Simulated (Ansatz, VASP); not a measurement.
# One calculation of Ti, two programs

```xyz
2
Lattice="2.9388 0.0000 0.0000 -1.4694 2.5451 0.0000 0.0000 0.0000 4.6492" Properties=species:S:1:pos:R:3 pbc="T T T"
Ti    0.0000    1.6967    1.1623
Ti    1.4694    0.8484    3.4869
```

Alike in both runs: functional PBE; k mesh 18 × 18 × 10; occupations gaussian, width 0.1 eV; no spin polarisation.

Ansatz relaxed the structure, and its values are those at the end. VASP's run is a single point on that final structure, the one shown.

```csv
,VASP,Ansatz
version,VASP 6.6.1,Ansatz 0.2.0
potentials or method,"VASP PAW PBE potentials, release 64 (Ti_sv)","scalar-relativistic, plane waves, PAW"
plane-wave cutoff (eV),520,420
valence electrons in the cell,24,24
```

|  | VASP | Ansatz | Ansatz less VASP |
| --- | --- | --- | --- |
| gap on the k mesh at the Fermi level (eV) | none | none | - |
| pressure (GPa) | -0.5 | 0.0 | +0.49 |

A gap of «none» marks a metal or a gap that the smearing closes. The functional is the same, so the differences come from potentials, cutoffs and numerics.
